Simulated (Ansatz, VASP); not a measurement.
**Two plane-wave programs on SnSe**

```
Sn Se
1.0
     0.00000    3.04961    3.04961
     3.04961    0.00000    3.04961
     3.04961    3.04961    0.00000
Sn Se
1 1
Direct
  0.00000 0.00000 0.00000
  0.50000 0.50000 0.50000
```

Change from the starting cell: volume scaled by 1.04, PAW files.

Alike in both runs: task electric field gradients; functional PBE; k mesh 9 × 9 × 9; occupations fermi-dirac, width 0.02 eV; no spin polarisation.

```csv
,VASP,Ansatz
version,VASP 6.6.1,Ansatz 0.2.0
potentials or method,"VASP PAW PBE potentials, release 64 (Sn_d, Se)","PAW with Ansatz's default frozen-core files, scalar-relativistic"
plane-wave cutoff (eV),520,420
valence electrons in the cell,20,30
```

|  | VASP | Ansatz | Ansatz less VASP |
| --- | --- | --- | --- |
| pressure (GPa) | -0.9 | -0.9 | 0.00 |
| Vzz of the field gradient on the site that differs most (V/Å²) | 0.0 | 0.0 | 0.00 |

The two sets of potentials don't hold the same shells in valence. Ansatz warned: «gradients_without_spin_orbit».
